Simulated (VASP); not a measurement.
# NiSb (P6_3/mmc) in VASP: single point with PBE+D3(BJ)

Aim: the single point of NiSb with PBE+D3(BJ).

Everything below comes from runs of VASP 6.6.1. Logs are shortened: lines on timing, memory, paths and dates and some standing lists are left out, and cuts for length are marked.

### Step 1. The crystal as given

Symmetry: P6_3/mmc, No. 194, hexagonal system. Conventional cell: a = 3.919 Å, b = 3.919 Å, c = 5.105 Å, α = 90.00°, β = 90.00°, γ = 120.00°. Ni (site symmetry -3m) has 2 Ni at 2.55 Å and 6 Sb at 2.60 Å as nearest neighbours. Sb (site symmetry -6m2) has 6 Ni at 2.60 Å as nearest neighbours.

The cell is a database's computed one.

### Step 2. Single point, PBE+D3(BJ)

Contents of INCAR:

```
ALGO = Fast ; EDIFF = 1E-6
ENCUT = 520 ; GGA = PE
ISIF = 2 ; ISMEAR = 0
IVDW = 12 ; LASPH = True
LCHARG = False ; LREAL = False
LWAVE = False ; NBANDS = 23
NELM = 100 ; PREC = Accurate
SIGMA = 0.1
```

Contents of KPOINTS:

```
k-points
0
Gamma
  15 15 10
```

Contents of POSCAR:

```
NiSb
1.0
    3.9188832195      0.0000000000      0.0000000000
   -1.9594416098      3.3938524226      0.0000000000
    0.0000000000      0.0000000000      5.1047479422
Ni Sb
2 2
Direct
    0.0000000000      0.0000000000      0.0000000000
    0.0000000000      0.0000000000      0.5000000000
    0.3333333333      0.6666666667      0.2500000000
    0.6666666667      0.3333333333      0.7500000000
```

Potentials or basis: VASP PAW PBE potentials, release 64 (Ni, Sb).

The run is started by

```
cat potpaw_PBE.64/Ni/POTCAR potpaw_PBE.64/Sb/POTCAR > POTCAR
mpirun -np 1 vasp_std > vasp.out
```

OUTCAR:

```text
EDIFF = 1E-6
   ENCUT = 520
   GGA = PE
   ISIF = 2
   ISMEAR = 0
   IVDW = 12
   LASPH = True
   LREAL = False
   NELM = 100
   PREC = Accurate
 IVDW          = 12

 ion  position               nearest neighbor table
   1  0.000  0.000  0.000-   2 2.55   2 2.55   4 2.60   3 2.60   4 2.60   3 2.60   4 2.60   3 2.60

   2  0.000  0.000  0.500-   1 2.55   1 2.55   4 2.60   3 2.60   4 2.60   3 2.60   4 2.60   3 2.60

   3  0.333  0.667  0.250-   1 2.60   2 2.60   1 2.60   2 2.60   1 2.60   2 2.60   4 3.41   4 3.41
                             4 3.41   4 3.41   4 3.41   4 3.41
   4  0.667  0.333  0.750-   1 2.60   2 2.60   1 2.60   2 2.60   1 2.60   2 2.60   3 3.41   3 3.41
                             3 3.41   3 3.41   3 3.41   3 3.41

  LATTYP: Found a hexagonal cell.
 ALAT       =     3.9188832195
 C/A-ratio  =     1.3026027203

  Lattice vectors:

 A1 = (   3.9188832195,   0.0000000000,   0.0000000000)
 A2 = (  -1.9594416098,   3.3938524226,   0.0000000000)
 A3 = (   0.0000000000,   0.0000000000,   5.1047479422)

Analysis of symmetry for initial positions (statically):
=====================================================================
 Subroutine PRICEL returns:
 Original cell was already a primitive cell.

 Routine SETGRP: Setting up the symmetry group for a
 hexagonal supercell.

 Subroutine GETGRP returns: Found 24 space group operations
 (whereof 12 operations were pure point group operations)
 out of a pool of 24 trial point group operations.

The static configuration has the point symmetry D_3d.
 The point group associated with its full space group is D_6h.

Analysis of symmetry for dynamics (positions and initial velocities):
=====================================================================
 Subroutine PRICEL returns:
 Original cell was already a primitive cell.

 Routine SETGRP: Setting up the symmetry group for a
 hexagonal supercell.

 Subroutine GETGRP returns: Found 24 space group operations
 (whereof 12 operations were pure point group operations)
 out of a pool of 24 trial point group operations.

The dynamic configuration has the point symmetry D_3d.
 The point group associated with its full space group is D_6h.

 Subroutine INISYM returns: Found 24 space group operations
 (whereof 12 operations are pure point group operations),
 and found     1 'primitive' translations

[... 97 lines left out ...]
   NELM   =    100;   NELMIN=  2; NELMDL= -5     # of ELM steps
   EDIFF  = 0.1E-05   stopping-criterion for ELM
   LREAL  =      F    real-space projection
   EDIFFG = 0.1E-04   stopping-criterion for IOM
   NSW    =      0    number of steps for IOM
   IBRION =     -1    ionic relax: 0-MD 1-quasi-New 2-CG
   NFREE  =      0    steps in history (QN), initial steepest desc. (CG)
   ISIF   =      2    stress and relaxation
   ISYM   =      2    0-nonsym 1-usesym 2-fastsym
   POTIM  = 0.5000    time-step for ionic-motion
   TEBEG  =    0.0;   TEEND  =   0.0 temperature during run
   PSTRESS=    0.0 pullay stress
   NELECT =      30.0000    total number of electrons
   NUPDOWN=      -1.0000    fix difference up-down
   EMIN   =  10.00;   EMAX   =-10.00  energy-range for DOS
   EFERMI =   0.00;   METHOD = LEGACY
   ISMEAR =     0;   SIGMA  =   0.10  broadening in eV -4-tet -1-fermi 0-gaus
   EFERMI_NEDOS =   21; number of points for ismear=-14 and -15
   IALGO  =     68    algorithm
   IMIX   =      4    mixing-type and parameters
     AMIX     =   0.40;   BMIX     =  1.00
     AMIX_MAG =   1.60;   BMIX_MAG =  1.00
  volume/ion in A,a.u.               =      16.97       114.54
  Fermi-wavevector in a.u.,A,eV,Ry     =   1.246920  2.356338 21.154480  1.554810
  Thomas-Fermi vector in A             =   2.381076
   LORBIT       =      0    0 simple, 1 ext, 2 COOP (PROOUT), +10 PAW based schemes
   GGA     = PE    functional components
   LHFCALC =     F    Hartree Fock is set to
   AEXX    =    0.0000 exact exchange contribution
   IVDW    =    12    specifies the selected vdW correction
   LEPSILON=     F    determine dielectric tensor
   LRPA    =     F    only Hartree local field effects (RPA)
 non-spin polarized calculation
 RMM-DIIS sequential band-by-band and
 Gauss-broadening in eV      SIGMA  =   0.10
  energy-cutoff  :      520.00
  volume of cell :       67.89
 maximum number of plane-waves:      1855
 NGX is ok and might be reduce to    30
   NGX = 15   NGY = 15   NGZ = 19

 number of electron      30.0000035 magnetization

 Free energy of the ion-electron system (eV)
  ---------------------------------------------------
  ext. energy  EPLUGINS =         0.00000000
  ---------------------------------------------------
  free energy    TOTEN  =       -20.27670045 eV

  energy without entropy =      -20.26632373  energy(sigma->0) =      -20.27151209

 E-fermi :  10.1819     XC(G=0): -11.5698

 val. band max:       10.1734270042   @ k =   0.2000  -0.0000   0.3000
 cond. band min:      10.1861966646   @ k =   0.1333   0.0667   0.5000
 fundamental gap:      0.0127696604
 Fermi energy:        10.1819113247

 k-point     1 :       0.0000    0.0000    0.0000
  band No.  band energies     occupation
      1      -2.8829      2.00000
      2       1.7406      2.00000
      3       3.8674      2.00000
      4       6.2009      2.00000
      5       6.2009      2.00000
      6       6.9718      2.00000
[... 613 lines left out ...]
     22      19.1708      0.00000
     23      19.5613      0.00000

 [... further k-points ...]

------------------------ aborting loop because EDIFF is reached ----------------------------------------

 Edisp (eV)   -2.15847

 E8    (eV) :    -0.9763

  FORCE on cell =-STRESS in cart. coord.  units (eV):
  Direction    XX          YY          ZZ          XY          YZ          ZX
  --------------------------------------------------------------------------------------
  -------------------------------------------------------------------------------------
  Total      -0.15111    -0.15111    -0.09051     0.00000     0.00000     0.00000
  in kB      -3.56593    -3.56593    -2.13592     0.00000     0.00000     0.00000
  external pressure =       -3.09 kB  Pullay stress =        0.00 kB

 VOLUME and BASIS-vectors are now :
 -----------------------------------------------------------------------------
  energy-cutoff  :      520.00
  volume of cell :       67.89
      direct lattice vectors                 reciprocal lattice vectors
     3.918883220  0.000000000  0.000000000     0.255174738  0.147325204  0.000000000
    -1.959441610  3.393852423  0.000000000     0.000000000  0.294650408  0.000000000
     0.000000000  0.000000000  5.104747942     0.000000000  0.000000000  0.195896058

 POSITION                                       TOTAL-FORCE (eV/Angst)
 -----------------------------------------------------------------------------------
      0.00000      0.00000      0.00000        -0.000000      0.000000     -0.000000
      0.00000      0.00000      2.55237        -0.000000      0.000000     -0.000000
     -0.00000      2.26257      1.27619         0.000000      0.000000      0.000000
      1.95944      1.13128      3.82856         0.000000     -0.000000     -0.000000
 -----------------------------------------------------------------------------------
    total drift:                                0.000000      0.000000     -0.000000

  FREE ENERGIE OF THE ION-ELECTRON SYSTEM (eV)
  ---------------------------------------------------
  free  energy   TOTEN  =       -22.4351714275 eV

  energy  without entropy=      -22.4247947142  energy(sigma->0) =      -22.42998307
```

stdout:

```text
POSCAR found type information on POSCAR NiSb
 POSCAR found :  2 types and       4 ions
 scaLAPACK will be used
 LDA part: xc-table for (Slater+PW92), standard interpolation
 POSCAR, INCAR and KPOINTS ok, starting setup
 FFT: planning ... GRIDC
 FFT: planning ... GRID_SOFT
 FFT: planning ... GRID
 WAVECAR not read
 entering main loop
```

Wall time 4.2 min (1 thread of Intel Xeon Platinum 8488C (Sapphire Rapids), shared host); peak memory 0.36 GiB.

Results:

| Quantity | Value |
| --- | --- |
| Free energy | -22.4352 eV |
| Pressure | -0.3 GPa |
| Band gap on the k mesh | none (metal or under the smearing width) |
| Dispersion energy per atom | -0.540 eV |

Caveat: pairwise dispersion overbinds metals, which lowers pressure and volume. Spin polarisation is off, so any magnetic state and its effect on volume and gap are missing.
